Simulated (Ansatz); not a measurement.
# Si on Cu(100): change of the work function, part 3 of 4

How does Si on the hollow site change the work function of Cu(100) as the layer fills?

Ansatz 0.2.0; plane-wave DFT, PBE, Ansatz PAW.

So far, work function, upper face (eV): step 2 (the clean slab) 4.57; step 3 (37 atoms, coverage 0.111 ML, cell 3x3) 4.74.

### Step 4. The covered slab, k-mesh 6×6×1, coverage 0.25 ML

System of this step: Si/Cu(100). The cell holds 17 atoms: 16 Cu and 1 Si. Cell: a = 5.105 Å, b = 5.105 Å, c = 25.152 Å, α = 90.0°, β = 90.0°, γ = 90.0°. Vacuum lies along c.

Another coverage, to see how the dipoles act on each other as their distance changes.

File input.yaml:

```yaml
crystal:
  lattice:
    - [5.1053109602, 0.0, 0.0]
    - [0.0, 5.1053109602, 0.0]
    - [0.0, 0.0, 25.1518907564]
  atoms:
    - { symbol: Cu, position: [0.25, 0.25, 0.3578259816] }
    - { symbol: Cu, position: [0.0, 0.0, 0.4295899702] }
    - { symbol: Cu, position: [0.25, 0.25, 0.5025995848] }
    - { symbol: Cu, position: [0.0, 0.0, 0.5732360044] }
    - { symbol: Cu, position: [0.25, 0.75, 0.3578259816] }
    - { symbol: Cu, position: [0.0, 0.5, 0.4295899702] }
    - { symbol: Cu, position: [0.25, 0.75, 0.5025995848] }
    - { symbol: Cu, position: [0.0, 0.5, 0.5732360044] }
    - { symbol: Cu, position: [0.75, 0.25, 0.3578259816] }
    - { symbol: Cu, position: [0.5, 0.0, 0.4295899702] }
    - { symbol: Cu, position: [0.75, 0.25, 0.5025995848] }
    - { symbol: Cu, position: [0.5, 0.0, 0.5732360044] }
    - { symbol: Cu, position: [0.75, 0.75, 0.3578259816] }
    - { symbol: Cu, position: [0.5, 0.5, 0.4295899702] }
    - { symbol: Cu, position: [0.75, 0.75, 0.5025995848] }
    - { symbol: Cu, position: [0.5, 0.5, 0.5732360044] }
    - { symbol: Si, position: [0.25, 0.25, 0.6421740184] }
kpoints:
  mp_grid: { grid: [6, 6, 1] }
hamiltonian:
  xc: pbe
scf:
  occupations: { method: fermi_dirac, width: 0.1 }
  convergence: { dr2_threshold: 1.0e-08 }
efield:
  axis: 3
  dipole_correction: true
  ramp_position: 0.97
  ramp_width: 0.06
relax:
  f_tol: 0.02
  max_steps: 60
  constraints: [{ sites: [0, 1, 4, 5, 8, 9, 12, 13] }]
output:
  dos: { projected: true, e_range: [-8, 4] }
  write_potential: true
  write_density: true
  volumetric_format: npy
  elf: true
```

Command:

```sh
$ ansatz run input.yaml --threads 4 --pin off --max-ram 16384MiB --backend cpu --events-out ev --progress --plain --runs-dir out
```

Numbers of over 12 decimals in the logs are rounded to 6 here.

Output:

```text
[...]
Crystal: 17 atoms, lattice volume = 655.564 Å³
Basis set: ecut = 420 eV, 12757 PW (Γ), exchange–correlation on 72×72×360 points (8 copies of the dense FFT grid, shifted against one another)
Bands: 185, of which v1, the nominal top of the filled ones, is band 154 counted from 1 (153 counted from 0)
Symmetry: 8 space group operations
[...]
k-points: 10 of 36
[...]
SCF iter   1: F=—  HF=-106633.469814 eV  |F-HF|=—  |Δ(HF+E_count)|=         —  Δρ=3.06e-3  dr2=7.29e-1  ethr=1.77e-3  p=-0.054 e·Å  D=-1.50e-2 V/Å  ΔV_dip=0.38 eV  dr2_dipole=2.80e-1  V_vac-E_F(+/−)=4.72/4.34 eV  ⟨swp⟩=8.8  Hψ=8282  notcnv=0  defer=114
[...]
SCF iter  13: F=-106633.469838 eV  HF=-106633.469838 eV  |F-HF|=2.28e-8  |Δ(HF+E_count)|=   2.22e-8  Δρ=5.87e-7  dr2=2.24e-9  ethr=3.25e-12  p=-0.038 e·Å  D=-1.06e-2 V/Å  ΔV_dip=0.27 eV  dr2_dipole=3.21e-10  V_vac-E_F(+/−)=4.79/4.52 eV  ⟨swp⟩=20.0  Hψ=14249  notcnv=0
SCF 1 converged in 13 iterations: F = -106633.469838 eV  dr2 = 2.24e-9
[...]
relax step   1: F+E_penalty+E_count = -106633.46983846 eV  Δ(F+E_penalty+E_count) = +0.000e0 eV  max|allowed force component| = 1.615e0 eV/Å  Δτ_max = 0.0000 Å  (13 SCF iters, accepted)
[...]
SCF iter  11: F=-106633.658110 eV  HF=-106633.658110 eV  |F-HF|=8.77e-8  |Δ(HF+E_count)|=   1.31e-7  Δρ=1.26e-6  dr2=7.91e-9  ethr=3.25e-12  p=-0.044 e·Å  D=-1.22e-2 V/Å  ΔV_dip=0.31 eV  dr2_dipole=5.02e-11  V_vac-E_F(+/−)=4.81/4.50 eV  ⟨swp⟩=13.7  Hψ=15048  notcnv=0
SCF 2 converged in 11 iterations: F = -106633.658110 eV  dr2 = 7.91e-9
relax step   2: F+E_penalty+E_count = -106633.65810968 eV  Δ(F+E_penalty+E_count) = -1.883e-1 eV  max|allowed force component| = 1.033e0 eV/Å  Δτ_max = 0.1262 Å  (11 SCF iters, accepted)
SCF iter   1: F=—  HF=-106633.805535 eV  |F-HF|=—  |Δ(HF+E_count)|=         —  Δρ=3.40e-3  dr2=2.01e-1  ethr=9.00e-4  p=-0.044 e·Å  D=-1.22e-2 V/Å  ΔV_dip=0.31 eV  dr2_dipole=4.43e-2  V_vac-E_F(+/−)=4.84/4.54 eV  ⟨swp⟩=4.9  Hψ=3897  notcnv=0  defer=176
[...]
SCF iter  13: F=-106633.775029 eV  HF=-106633.775029 eV  |F-HF|=5.86e-9  |Δ(HF+E_count)|=   2.05e-8  Δρ=7.95e-7  dr2=5.85e-9  ethr=3.25e-12  p=-0.048 e·Å  D=-1.33e-2 V/Å  ΔV_dip=0.33 eV  dr2_dipole=1.37e-9  V_vac-E_F(+/−)=4.82/4.49 eV  ⟨swp⟩=8.2  Hψ=12354  notcnv=0
SCF 3 converged in 13 iterations: F = -106633.775029 eV  dr2 = 5.85e-9
relax step   3: F+E_penalty+E_count = -106633.77502924 eV  Δ(F+E_penalty+E_count) = -1.169e-1 eV  max|allowed force component| = 1.669e-1 eV/Å  Δτ_max = 0.1991 Å  (13 SCF iters, accepted)
[...]
relax step   4: F+E_penalty+E_count = -106633.78061897 eV  Δ(F+E_penalty+E_count) = -5.590e-3 eV  max|allowed force component| = 4.628e-2 eV/Å  Δτ_max = 0.0170 Å  (10 SCF iters, accepted)
SCF iter   1: F=—  HF=-106633.780920 eV  |F-HF|=—  |Δ(HF+E_count)|=         —  Δρ=2.14e-4  dr2=1.67e-4  ethr=8.24e-7  p=-0.048 e·Å  D=-1.33e-2 V/Å  ΔV_dip=0.33 eV  dr2_dipole=4.51e-6  V_vac-E_F(+/−)=4.83/4.49 eV  ⟨swp⟩=2.7  Hψ=3472  notcnv=0  defer=78
[...]
SCF iter   8: F=-106633.780883 eV  HF=-106633.780883 eV  |F-HF|=2.05e-8  |Δ(HF+E_count)|=   3.78e-8  Δρ=6.71e-7  dr2=2.59e-9  ethr=3.25e-12  p=-0.048 e·Å  D=-1.33e-2 V/Å  ΔV_dip=0.33 eV  dr2_dipole=1.90e-11  V_vac-E_F(+/−)=4.83/4.49 eV  ⟨swp⟩=12.1  Hψ=13013  notcnv=0
SCF 5 converged in 8 iterations: F = -106633.780883 eV  dr2 = 2.59e-9
relax step   5: F+E_penalty+E_count = -106633.78088306 eV  Δ(F+E_penalty+E_count) = -2.641e-4 eV  max|allowed force component| = 1.093e-2 eV/Å  Δτ_max = 0.0055 Å  (8 SCF iters, accepted)
[...]
SCF converged after 8 iterations
Free energy (F): -106633.780883 eV
[...]
Internal energy: -106633.569759 eV  (E = F + TS)
E sigma→0 (E₀):  -106633.675321 eV
Entropy (-TS):   -0.211124 eV (-12.419 meV/atom)
Fermi energy:    1.866466 eV
Dipole field:    D = -0.013305 V/Å  (p = -0.048204 e·Å, saw-weighted, corrected)
Work function:   Φ+ = 4.8261 eV   Φ− = 4.4914 eV
[...]
--- Forces (eV/Å), atoms counted from 1 ---
  atom   1  Cu    -0.00000000     0.00000000     0.12285056
  atom   2  Cu     0.03152704     0.03152704    -0.12451302
  atom   3  Cu    -0.00000000     0.00000000     0.01093202
  atom   4  Cu     0.00034346     0.00034346     0.00053090
  atom   5  Cu     0.00000000     0.00000000     0.14258699
  atom   6  Cu     0.03152704    -0.03152704    -0.12451302
  atom   7  Cu     0.00000000     0.00000000    -0.00173385
  atom   8  Cu     0.00034346    -0.00034346     0.00053090
  atom   9  Cu     0.00000000     0.00000000     0.14258699
  atom  10  Cu    -0.03152704     0.03152704    -0.12451302
  atom  11  Cu    -0.00000000     0.00000000    -0.00173385
  atom  12  Cu    -0.00034346     0.00034346     0.00053090
  atom  13  Cu     0.00000000     0.00000000     0.09034259
  atom  14  Cu    -0.03152704    -0.03152704    -0.12451302
  atom  15  Cu     0.00000000     0.00000000    -0.00535816
  atom  16  Cu    -0.00034346    -0.00034346     0.00053090
  atom  17  Si     0.00000000     0.00000000    -0.00453728
  max |Σ_I F_I| component: 7.53e-6 eV/Å
--- Band table (eV; the first three rows and the last of 10) ---
  k-point 0: bands = [... 150 lower, 1.3514, 1.4937, 1.6127, 1.6956, 1.8462, 1.8462, 1.9307, 1.9307, ... 27 higher]
  k-point 1: bands = [... 150 lower, 1.3244, 1.4631, 1.5910, 1.7789, 2.0136, 2.1246, 2.1515, 2.6483, ... 27 higher]
  k-point 2: bands = [... 150 lower, 0.9954, 1.8135, 1.8310, 2.1933, 2.2800, 2.4886, 2.8491, 2.8801, ... 27 higher]
  k-point 9: bands = [... 150 lower, 0.4812, 0.6295, 0.9099, 1.5822, 1.5822, 1.9818, 2.2039, 3.4889, ... 27 higher]
--- Relaxed structure (5 steps of the walk, 5 accepted, 0 SCFs on fresh bases) ---
  F+E_penalty+E_count = -106633.78088306 eV   max|allowed force component| = 1.093e-2 eV/Å
  atoms:
    - { symbol: Cu, position: [0.25, 0.25, 0.357826] }
    - { symbol: Cu, position: [0.0, 0.0, 0.429590] }
    - { symbol: Cu, position: [0.25, 0.25, 0.502237] }
    - { symbol: Cu, position: [-0.00690977, -0.00690977, 0.574891] }
    - { symbol: Cu, position: [0.25, 0.750000, 0.357826] }
    - { symbol: Cu, position: [0.0, 0.5, 0.429590] }
    - { symbol: Cu, position: [0.25, 0.750000, 0.502700] }
    - { symbol: Cu, position: [-0.00690977, 0.506910, 0.574891] }
    - { symbol: Cu, position: [0.750000, 0.25, 0.357826] }
    - { symbol: Cu, position: [0.5, 0.0, 0.429590] }
    - { symbol: Cu, position: [0.750000, 0.25, 0.502700] }
    - { symbol: Cu, position: [0.506910, -0.00690977, 0.574891] }
    - { symbol: Cu, position: [0.750000, 0.750000, 0.357826] }
    - { symbol: Cu, position: [0.5, 0.5, 0.429590] }
    - { symbol: Cu, position: [0.750000, 0.750000, 0.501926] }
    - { symbol: Cu, position: [0.506910, 0.506910, 0.574891] }
    - { symbol: Si, position: [0.25, 0.25, 0.629493] }
```

Wall time 4.1 min (4 threads of Intel Xeon Platinum 8259CL at 2.50GHz (Skylake/Cascade Lake), shared host); peak memory 3.2 GiB; 16 min of CPU time.

Step by step:

```tsv
step	energy less that of the first step (eV)	largest force component (eV/Å)
1	0.0000	1.6153
2	-0.1883	1.0334
3	-0.3052	0.1669
4	-0.3108	0.0463
5	-0.3110	0.0109
```

Forces are held to the 8 operations that the run works with; a distortion that breaks them can't arise in this run.

The atoms that moved most (Å):

```tsv
atom	dx	dy	dz	length
Si17	0.000	0.000	-0.319	0.319
Cu4	-0.035	-0.035	0.042	0.065
Cu12	0.035	-0.035	0.042	0.065
Cu8	-0.035	0.035	0.042	0.065
Cu16	0.035	0.035	0.042	0.065
Cu15	0.000	0.000	-0.017	0.017
Cu3	0.000	0.000	-0.009	0.009
```

Final coordinates:

```xyz
17
Lattice="5.1053 0.0000 0.0000 0.0000 5.1053 0.0000 0.0000 0.0000 25.1519" Properties=species:S:1:pos:R:3
Cu    1.2763    1.2763    9.0000
Cu    0.0000    0.0000   10.8050
Cu    1.2763    1.2763   12.6322
Cu   -0.0353   -0.0353   14.4596
Cu    1.2763    3.8290    9.0000
Cu    0.0000    2.5527   10.8050
Cu    1.2763    3.8290   12.6439
Cu   -0.0353    2.5879   14.4596
Cu    3.8290    1.2763    9.0000
Cu    2.5527    0.0000   10.8050
Cu    3.8290    1.2763   12.6439
Cu    2.5879   -0.0353   14.4596
Cu    3.8290    3.8290    9.0000
Cu    2.5527    2.5527   10.8050
Cu    3.8290    3.8290   12.6244
Cu    2.5879    2.5879   14.4596
Si    1.2763    1.2763   15.8329
```

Numbers from this step:

```
energy at zero smearing        : -106633.6753 eV
work function, upper face      : 4.826 eV
work function, lower face      : 4.491 eV
dipole along the normal        : -0.04820 e·Å
step between the vacuum levels : 0.3347 eV
```

The density of states has structure finer than the step of the table below, so its rows give means over 0.5 eV, whole bins alone (the curve runs from -8 to 1.98 eV). Peaks (eV: height): -2.92: 70.5, -2.65: 85.0, -2.47: 80.3, -2.29: 76.5, -2.23: 82.6, -1.74: 77.8, -1.50: 85.2.

Table of density of states by energy, zero at the Fermi level; means over each step:

```tsv
energy (eV)	density of states (states/eV a cell)
-7.5	1.73
-7.0	1.15
-6.5	3.12
-6.0	3.11
-5.5	4.51
-5.0	7.77
-4.5	18.2
-4.0	33.4
-3.5	37.0
-3.0	55.9
-2.5	61.3
-2.0	64.0
-1.5	44.7
-1.0	8.12
-0.5	6.62
0.0	5.77
0.5	6.85
1.0	4.22
1.5	6.77
```

Projected DOS per atom over height of the atomic layer and energy from the Fermi level. Layers: Cu4 Cu4 Cu4 Cu4 Si from below.

Ten even steps from '0' (0.04 states/eV) to '9' (5.58 states/eV), each cell a mean:
```
00001
00001
00001
00002
00001
00001
00001
63311
96750
85580
55670
34561
24340
14430
02210
00000
00000
00000
00000
00000
00000
00000
```
Columns: height of the atomic layer (Å) from 9 to 15.8 (not evenly spaced); rows upwards: energy from the Fermi level (eV) from -7.96 to 1.95.

Electrostatic potential energy in the ca plane at fractional y = 0.250, with atoms of Cu and Si within 0.2 Å of it. With pseudopotentials it is smooth inside the atoms' cores, unlike the true potential.

Ten even steps from '0' (-52 eV) to '9' (7 eV), each cell a mean:
```
99998889999999888999999999999999999999999999
99985337899998533689999999999999999999999999
99972003899997200389999999999999999999999999
99961003899996100279999999999999999999999999
99973115899997411589999999999999999999999999
99997668999999766899999999999999999999999999
99999899999999989999999999999999999999999999
99998889999999888999998878899999999999999999
99985337899998533689997534789999999999999999
99972003899997200389986100489999999999999999
99961003899996100389985000389999999999999999
99973115899997311589987312589999999999999999
99997668999999766899998766899999999999999999
99999899999999989999999989999999999999999999
```
Columns run along c (16.0 Å, from fractional 0.28 to 0.92 of the cell; values clipped at the 3rd and 97th percentile), rows up along a (5.1 Å). Atoms in or near the plane, at fractional coordinates: Cu at (0.36, 0.25), Cu at (0.50, 0.25), Cu at (0.36, 0.75), Cu at (0.50, 0.75), Si at (0.63, 0.25).

Valence density in the ca plane at fractional y = 0.250, with atoms of Cu and Si within 0.2 Å of it. It is the smooth field of the valence electrons, not physical close to the nuclei.

Ten steps, logarithmic in the rise over the least value, from '0' (0 e/Å³) to '9' (42 e/Å³), each cell a mean:
```
00001111001000111100000000000000000000000000
00013442100001344210000000000000000000000000
00026984100002698410000000000000000000000000
00026995100002699510000000000000000000000000
00014763100001476310000000000000000000000000
00001221100001122100000000000000000000000000
00000110001100011000110000000000000000000000
00001111001000111100111111000000000000000000
00013442100001344210011111100000000000000000
00026984100002698410011100100000000000000000
00026995100002699510011000110000000000000000
00014763100001476310011111100000000000000000
00001221100001122100011111000000000000000000
00000110001100011000111100000000000000000000
```
Columns run along c (16.0 Å, from fractional 0.28 to 0.92 of the cell), rows up along a (5.1 Å). Atoms in or near the plane, at fractional coordinates: Cu at (0.36, 0.25), Cu at (0.50, 0.25), Cu at (0.36, 0.75), Cu at (0.50, 0.75), Si at (0.63, 0.25).

ELF in the ca plane at fractional y = 0.250, with atoms of Cu and Si within 0.2 Å of it. It is the smooth field of the valence electrons, not physical close to the nuclei.

Ten even steps from '0' (0.00) to '9' (0.94), each cell a mean:
```
01222112222222211222223445443210000000000000
01112221222222222122222222110000000000000000
01113652122221365212222110000000000000000000
01113862122221387212222110000000000000000000
01112432122221243212222211100000000000000000
01111111222222111122222333321100000000000000
01222222222223222222224566665310000000000000
01121112222222211222235778887642000000000000
01112221222221222122346667999753100000000000
01113652122221365212344346999864100000000000
01113862122221387212344257999864100000000000
01112432122221243212345557999863100000000000
01111111222222111122346778998752100000000000
01222222222223222222234677776421000000000000
```
Columns run along c (16.0 Å, from fractional 0.28 to 0.92 of the cell), rows up along a (5.1 Å). Atoms in or near the plane, at fractional coordinates: Cu at (0.36, 0.25), Cu at (0.50, 0.25), Cu at (0.36, 0.75), Cu at (0.50, 0.75), Si at (0.63, 0.25).

The relaxation took 5 steps and lowered the energy by 0.31 eV; the largest force on the free atoms ends at 0.011 eV/Å.

By hand: a sheet of dipoles makes a step −p/(ε₀A) in the electron's potential. With e/ε₀ = 180.95 V·Å, p = -0.04820 e·Å and A = 26.06 Å², that is −180.95 × (-0.04820) / 26.06 = +0.335 eV, and the two vacuum levels of the run differ by +0.335 eV.

The covered face has 4.83 eV, +0.26 eV against the clean one; the bare back face has moved by -0.09 eV, a measure of how thin the slab is.

### Step 5. Adsorbate added, k-mesh 6×6×1, coverage 0.5 ML

System of this step: Si/Cu(100). The cell holds 18 atoms: 16 Cu and 2 Si. Cell: a = 5.105 Å, b = 5.105 Å, c = 25.152 Å, α = 90.0°, β = 90.0°, γ = 90.0°. Vacuum lies along c.

Another coverage, to see how the dipoles act on each other as their distance changes.

input.yaml: that of step 4 with these lines changed.

```diff
@@ -23,2 +23,3 @@
     - { symbol: Si, position: [0.25, 0.25, 0.6421740184] }
+    - { symbol: Si, position: [0.75, 0.75, 0.6421740184] }
 kpoints:
```

Output:

```text
[...]
Crystal: 18 atoms, lattice volume = 655.564 Å³
Basis set: ecut = 420 eV, 12757 PW (Γ), exchange–correlation on 72×72×360 points (8 copies of the dense FFT grid, shifted against one another)
Bands: 188, of which v1, the nominal top of the filled ones, is band 156 counted from 1 (155 counted from 0)
Symmetry: 16 space group operations
[...]
- { symbol: Cu, position: [0, 0.5, 0.575674] }
[...]
- { symbol: Cu, position: [0.750000, 0.750000, 0.357826] }
    - { symbol: Cu, position: [0.5, 0.5, 0.429590] }
    - { symbol: Cu, position: [0.750000, 0.750000, 0.502335] }
    - { symbol: Cu, position: [0.5, 0.5, 0.575674] }
    - { symbol: Si, position: [0.25, 0.25, 0.637339] }
    - { symbol: Si, position: [0.750000, 0.750000, 0.637339] }
[key lines of the parts left out:]
SCF converged after 10 iterations
Free energy (F): -107269.215917 eV
Fermi energy:    2.222852 eV
Dipole field:    D = -0.011782 V/Å  (p = -0.042684 e·Å, saw-weighted, corrected)
Work function:   Φ+ = 4.8272 eV   Φ− = 4.5308 eV
```

It took 3.6 min on 4 threads; peak memory 3.2 GiB.

[end of part 3 of 4]

[Logs are printed without paths, hosts, clocks, repeated set-up lines and the standing remarks that a program may print on its own settings, such as how far it seeks lower states.]

[Hosts, paths, dates, database ids (printed as entryN), source tags and the programs' standing remarks are cut or masked in the printed files.]

[Maps of the electrostatic potential energy from Ansatz leave out the sawtooth potential of an applied field or a dipole correction, so their vacuum need not be flat; planar profiles and work functions include it.]

[The density of states shown here was stored with 400 of the rows of the run's finer table, so its peaks can read low, often by over a quarter, or be missed, and its means over a window can be off by a tenth or more.]
